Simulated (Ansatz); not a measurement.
# What Li on a N site (antisite) does to Li3N

Base system: a 16-atom supercell of Li3N (space group P6/mmm, No. 191; a = 3.6071 Å, c = 3.8446 Å) at its relaxed geometry.

One thing is altered: a neutral Li on a N site (antisite), atoms relaxed at fixed cell, starting from a slightly rattled geometry.

Computed with PBEsol (Ansatz, a program for electronic structure; PAW; 420 eV plane waves; spin-orbit coupling left out). Γ-centred 7×7×7 mesh, Fermi–Dirac width 0.01 eV.

| quantity | base | changed | shift |
|---|---|---|---|
| pressure | 0.0 GPa | 4.5 GPa | +4.5 GPa |
| largest displacement of a host atom from its site in the perfect cell | – | 1.55 Å | – |
| shift of the substituted atom off its lattice site | – | 2.40 Å | – |

Cost of the whole job for the changed cell (relaxation, final SCF and bands): very roughly 2.3 core-hours.

The magnetic state is the one reached from the starting moments; the real material's order can differ, and small cells can't hold many antiferromagnetic ones. The cell is small, so the values are those of an ordered compound at a high defect concentration; dilute-limit values will differ. A case with no gap was solved on a k-mesh chosen for an insulator, which is coarse for it. Seeded moments were not kept for Li on a N site (antisite). The defect cell is spin-polarised and ends with 0.0 μB.
